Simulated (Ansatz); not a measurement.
Crystal: Ta.

```
Ta
1.0
    -1.65128    1.65128    1.65128
     1.65128   -1.65128    1.65128
     1.65128    1.65128   -1.65128
Ta
1
Direct
  0.00000 0.00000 0.00000
```

A run of Ansatz 0.2.0 on this cell left the log below. Logs are shortened: lines on timing, memory, paths and dates and some standing lists are left out, and cuts for length are marked.

```text
Warning: RAYON_NUM_THREADS=1 ignored (pool sized by the plan → 1); use --threads N
LAPW: plane waves up to 8.631 Å⁻¹, error target 1.0e-3 eV per atom; small_component_spin mean_spin; Ta in spheres of 1.387 Å, 43 of its electrons in bands, Dirac shells [] (how accurate: hamiltonian.pseudopotentials.lapw.basis_error, Limitations)
Engine: ansatz 0.2.0, aarch64-unknown-linux-gnu
Pseudopotentials: kind: all_electron
Pseudopotential: Ta, LAPW, valence charge 43, lapw/all_electron/scalar/gaussian/Ta, Koelling and Harmon's equation, gaussian nucleus
Functional definition: SPW92
  exchange = slater_x
  correlation = pw_c
Crystal: 1 atoms, lattice volume = 18.010 Å³
Basis set: ecut = 283.82937059950183 eV, 201 PW (Γ), exchange–correlation at level 2
Bands: 26, of which v1, the nominal top of the filled ones, is band 22 counted from 1 (21 counted from 0)
Symmetry: 48 space group operations
Space group: Im-3m (ITA 229), of the structure as read, at distance tolerance 2.6e-5 Å
k-points: 29 of 512
Non-local potential: Ta, projectors of the file, none
Initial density: superposition of atomic densities (chi_scale 0.1, normalization cell)
Initial wavefunctions: plane waves of lowest kinetic energy (no species holds an atomic orbital)
Functional: x = slater, c = lda
iter 1 solved again at ethr=1.91e-4 eV; its pass at ethr=1.00e-1 eV (dr2=8.23e-2 eV) is discarded
SCF iter   1: F=—  HF=-424319.795937 eV  |F-HF|=—  |Δ(HF+E_count)|=         —  Δρ=2.58e-2  dr2=8.26e-2  ethr=1.91e-4  ⟨swp⟩=3.0  Hψ=4678  notcnv=0
preconditioner: auto → none  [insulator: Δε(μ)=0.163 eV  Ē_g=24.519 eV  σ=0.050 eV  W_gap=0.63  n_scr=12 (ndim 8)  ℏωp=43.7 eV  f_vac=0.000  D(μ)=0.82/eV (n_scr^D=12)  ε∞_Penn≈4.2]
[... 96 lines left out ...]
  k-point 0: bands = ["-368.9950", "-368.9950", "-368.9950", "-191.0856", "-191.0856", "-191.0671", "-191.0671", "-191.0671", "-42.5977", "-8.5358", "-8.5358", "-8.5358", "5.5966", "5.5966", "5.5966", "5.6472", "5.6472", "5.6472", "5.7011", "16.5952", "25.1483", "25.1483", "25.1483", "28.4003", "28.4003", "39.1528"]
  k-point 1: bands = ["-368.9950", "-368.9950", "-368.9950", "-191.0856", "-191.0856", "-191.0671", "-191.0671", "-191.0671", "-42.5808", "-8.7222", "-8.5936", "-8.5368", "5.5995", "5.6032", "5.6039", "5.6408", "5.6447", "5.6453", "5.6925", "17.2717", "24.7333", "24.9791", "25.8283", "27.8725", "28.4152", "39.6820"]
  k-point 2: bands = ["-368.9950", "-368.9950", "-368.9950", "-191.0856", "-191.0856", "-191.0671", "-191.0671", "-191.0671", "-42.5397", "-9.1528", "-8.7311", "-8.5394", "5.6040", "5.6173", "5.6191", "5.6308", "5.6340", "5.6433", "5.6779", "18.8848", "23.8779", "24.3739", "27.7521", "27.8215", "28.5887", "39.4126"]
  k-point 28: bands = ["-368.9950", "-368.9950", "-368.9950", "-191.0856", "-191.0856", "-191.0671", "-191.0671", "-191.0671", "-42.3946", "-9.3632", "-9.3632", "-9.3632", "5.5897", "5.6127", "5.6127", "5.6127", "5.6660", "5.6660", "5.6660", "20.6595", "20.6595", "31.2590", "31.2590", "31.2590", "33.1331", "33.1331"]
--- Elastic constants: 2 strain directions × 2 members + reference (group order 48) ---
  dense FFT box of the reference and of every strained cell: 16×16×16
  strains applied: 11, 23; error gains: componentwise 1.00 (the most a stress slope's error grows in a printed constant), spectral 1.73 (1 for all six strains in a standard setting)
  C = ∂σ_k/∂η_j (tension-positive GPa; Voigt order 11 22 33 23 13 12):
       255.042    150.582    150.582      0.000     -0.000     -0.000
       150.582    255.042    150.582     -0.000     -0.000      0.000
       150.582    150.582    255.042      0.000      0.000     -0.000
        -0.000     -0.000     -0.000    100.767      0.000     -0.000
        -0.000      0.000      0.000     -0.000    100.767     -0.000
         0.000     -0.000      0.000     -0.000     -0.000    100.767
  reference stress σ⁰ (GPa):     10.730     10.730     10.730     -0.000     -0.000      0.000
  no Pulay correction (none for the plane-wave cutoff is built on LAPW): the batch's stresses and constants are at fixed plane waves
  C* (energy form; C + prestress term) asymmetry max|C*_kj − C*_jk| = 3.503e-16 GPa — a small one proves nothing (zero by symmetry where the batch's group is 432, −43m or m−3m); a large one is finite-difference/SCF noise where every solve meets its electron count
  moduli (Voigt/Reuss/Hill, GPa): K = 185.40/185.40/185.40   G = 81.35/73.46/77.41   E = 203.85   ν = 0.317
  mechanically stable: yes (min eigenvalue of sym C = 100.77 GPa)
  where every solve meets its electron count the energy-path curvature estimates C_jj along a normal strain and C_jj − ¼(σ⁰_aa + σ⁰_bb) along a shear (ab), closely only under elastic.basis: deformed
  strain η (Voigt 11):  stress-route row diagonal C_11 = 255.04 GPa, energy-path curvature d²(F+E_count)/dδ²/Ω₀ = 254.88 GPa
         δ    σ_11 (GPa)             F (eV)   n_scf  n_hpsi   n_pw
    -2.000e-3      10.2133     -424319.6562684       9   53357    212   relax 0 steps, max|allowed force component| 0.00e0 eV/Å
     2.000e-3      11.2335     -424319.6514447       9   53522    212   relax 0 steps, max|allowed force component| 0.00e0 eV/Å
  strain η (Voigt 23):  stress-route row diagonal C_44 = 100.77 GPa, energy-path curvature d²(F+E_count)/dδ²/Ω₀ = 95.41 GPa
         δ    σ_23 (GPa)             F (eV)   n_scf  n_hpsi   n_pw
    -2.000e-3      -0.2015     -424319.6538924       8   77911    212   relax 0 steps, max|allowed force component| 0.00e0 eV/Å
     2.000e-3       0.2015     -424319.6538924       8   77912    212   relax 0 steps, max|allowed force component| 0.00e0 eV/Å
```

Problem. What input gives this log?

Solution. Elastic constants with LDA, no spin polarisation. The files as run (others can give the same):

input.yaml
```yaml
crystal:
  lattice:
    - [-1.65128, 1.65128, 1.65128]
    - [1.65128, -1.65128, 1.65128]
    - [1.65128, 1.65128, -1.65128]
  atoms:
    - { symbol: Ta, position: [0.0, 0.0, 0.0] }
kpoints:
  mp_grid: { grid: [8, 8, 8] }
scf:
  occupations: { method: fermi_dirac, width: 0.05 }
hamiltonian:
  xc: lda
  pseudopotentials: { kind: all_electron, lapw: { basis_error: 0.001 } }
output:
  forces: true
  stress: true
elastic:
  mode: relaxed_ion
  stencil: two_point
```

Potentials or basis: all-electron LAPW, scalar-relativistic.
Run with:
```sh
$ ansatz run input.yaml --threads 1 --pin off --max-ram 3072MiB --backend cpu --events-out ev --progress --plain --runs-dir out
```

Caveat: the k mesh is thin for a metal, which can move the energy by tens of meV per atom; a metal's response needs a denser mesh; the cell is more than 3 GPa from zero pressure, which shifts response properties; elastic constants of metals need much finer meshes, so these are rough.
